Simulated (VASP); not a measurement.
A VASP 6.6.1 single-point calculation on GaAs

INCAR

```
ENCUT = 520
SIGMA = 0.02
EDIFF = 1E-7
LASPH = .TRUE.
LWAVE = .FALSE.
LCHARG = .FALSE.
NBANDS = 16
NSW = 0
PREC = Normal
ISIF = 2
IBRION = -1
ISMEAR = -1
GGA = PE
LREAL = .FALSE.
NELM = 120
```

KPOINTS

```
KPOINTS created by Atomic Simulation Environment
0
Gamma
8 8 8
0 0 0
```

POSCAR

```
Ga As
 1.0000000000000000
     0.0000000000000000    2.7480925425999998    2.9045266156000000
     2.7480925425999998    0.0000000000000000    2.9045266156000000
     2.7480925425999998    2.7480925425999998    0.0000000000000000
 Ga  As
   1   1
Cartesian
  0.0000000000000000  0.0000000000000000  0.0000000000000000
  1.3740462712999997  1.3740462712999997  1.4522633077999998
```

The recommended PBE PAW datasets give the neutral cell 18 valence electrons.

Command

```
mpirun -np 1 vasp_std
```

OSZICAR

```
N       E                     dE             d eps       ncg     rms          rms(c)
DAV:   1     0.846090843712E+02    0.84609E+02   -0.90056E+03  1944   0.157E+03
DAV:   2    -0.177323186397E+01   -0.86382E+02   -0.82362E+02  2176   0.313E+02
DAV:   3    -0.826033849540E+01   -0.64871E+01   -0.64668E+01  2344   0.664E+01
DAV:   4    -0.835794482069E+01   -0.97606E-01   -0.97586E-01  2344   0.907E+00
DAV:   5    -0.835931356161E+01   -0.13687E-02   -0.13687E-02  2464   0.964E-01    0.299E+00
DAV:   6    -0.821203510505E+01    0.14728E+00   -0.21420E-01  2848   0.820E+00    0.182E+00
DAV:   7    -0.819020696192E+01    0.21828E-01   -0.68324E-02  2448   0.193E+00    0.566E-01
DAV:   8    -0.819096353006E+01   -0.75657E-03   -0.10556E-02  2288   0.116E+00    0.121E-01
DAV:   9    -0.819135241384E+01   -0.38888E-03   -0.94590E-04  2336   0.349E-01    0.486E-02
DAV:  10    -0.819141562365E+01   -0.63210E-04   -0.73610E-05  2632   0.962E-02    0.264E-02
DAV:  11    -0.819146281062E+01   -0.47187E-04   -0.65417E-05  2152   0.624E-02    0.277E-03
DAV:  12    -0.819146305670E+01   -0.24608E-06   -0.11961E-06  2440   0.160E-02    0.150E-03
DAV:  13    -0.819146329195E+01   -0.23525E-06   -0.49646E-07  2328   0.483E-03    0.699E-04
DAV:  14    -0.819146327794E+01    0.14009E-07   -0.73958E-09  1792   0.876E-04
   1 F= -.81914633E+01 E0= -.81914633E+01  d E =-.105602E-08
```

From OUTCAR

```
k-points           NKPTS =     59   k-points in BZ     NKDIM =     59   number of bands    NBANDS=     16

   NELECT =      18.0000    total number of electrons

   dimension x,y,z NGX =    24 NGY =   24 NGZ =   24
   dimension x,y,z NGXF=    48 NGYF=   48 NGZF=   48

  energy-cutoff  :      520.00
  volume of cell :       43.87
      direct lattice vectors                 reciprocal lattice vectors
     0.000000000  2.748092543  2.904526616    -0.181944382  0.181944382  0.172145091
     2.748092543  0.000000000  2.904526616     0.181944382 -0.181944382  0.172145091
     2.748092543  2.748092543  0.000000000     0.181944382  0.181944382 -0.172145091

 k-points in reciprocal lattice and weights: KPOINTS created by Atomic Simulation Env
   0.00000000  0.00000000  0.00000000       0.002
   0.12500000  0.00000000  0.00000000       0.016
   0.25000000  0.00000000  0.00000000       0.016
   0.37500000  0.00000000  0.00000000       0.016
   0.50000000  0.00000000  0.00000000       0.008
   0.12500000  0.12500000  0.00000000       0.004
   0.25000000  0.12500000  0.00000000       0.016
   0.37500000  0.12500000  0.00000000       0.016
   ...

 E-fermi :   4.6392

 k-point     1 :       0.0000    0.0000    0.0000
  band No.  band energies     occupation
      1     -10.6621      2.00000
      2     -10.6475      2.00000
      3     -10.6475      2.00000
      4     -10.5704      2.00000
      5     -10.5637      2.00000
      6      -8.7203      2.00000
      7       3.9767      2.00000
      8       4.3317      2.00000
      9       4.3317      2.00000
     10       4.9327      0.00000
     11       7.9184      0.00000
     12       7.9184      0.00000
     13       8.0675      0.00000
     14      11.8941      0.00000
     15      13.7898      0.00000
     16      14.9713      0.00000

 k-point     2 :       0.1250    0.0000    0.0000
  band No.  band energies     occupation
      1     -10.6700      2.00000
      2     -10.6512      2.00000
      3     -10.6438      2.00000
      4     -10.5711      2.00000
      5     -10.5633      2.00000
      6      -8.5294      2.00000
      7       2.2526      2.00000
      8       3.8328      2.00000
      9       4.1088      2.00000
     10       5.9380      0.00000
     11       8.2195      0.00000
     12       8.2895      0.00000
     13       8.6082      0.00000
     14      12.7832      0.00000
     15      13.1401      0.00000
     16      13.9247      0.00000

 k-point     3 :       0.2500    0.0000    0.0000
  band No.  band energies     occupation
      1     -10.7015      2.00000
      2     -10.6445      2.00000
      3     -10.6355      2.00000
      4     -10.5716      2.00000
      5     -10.5613      2.00000
      6      -7.9962      2.00000
      7       0.0167      2.00000
      8       3.3230      2.00000
      9       3.6970      2.00000
     10       5.7314      0.00000
     11       8.7657      0.00000
     12       8.9038      0.00000
     13      10.3357      0.00000
     14      12.9206      0.00000
     15      13.4421      0.00000
     16      13.5360      0.00000

 ...

  Total        1.9263130      1.9263130      0.9251742      0.0000000      0.0000000      0.0000000
  in kB       70.3508557     70.3508557     33.7882751      0.0000000      0.0000000      0.0000000
  external PRESSURE =      58.1633288 kB  Pullay stress =       0.0000000 kB

 POSITION                                       TOTAL-FORCE (eV/Angst)
 -----------------------------------------------------------------------------------
      0.00000      0.00000      0.00000        -0.000000     -0.000000     -0.000000
      1.37405      1.37405      1.45226         0.000000      0.000000      0.000000
 -----------------------------------------------------------------------------------
    total drift:                                0.000004      0.000004      0.000011

  FREE ENERGIE OF THE ION-ELECTRON SYSTEM (eV)
  ---------------------------------------------------
  free  energy   TOTEN  =        -8.1914632779 eV

  energy  without entropy=       -8.1914632769  energy(sigma->0) =       -8.19146328
```

It converged. Results: gap between bands v and c on the k mesh 0.60 eV; least direct gap on the k mesh 0.60 eV; pressure 5.8 GPa. Band v is the last that the valence electrons fill when counted band by band, and c is the next.

For comparison, a separate PBE run of the intended cell, on usual settings and not on those above, gives a gap of 0.60 eV on its mesh and a pressure of 5.8 GPa.

The run above took about 19 s on one core of a shared host (Intel Xeon Platinum 8488C) and held 0.17 GiB at most.
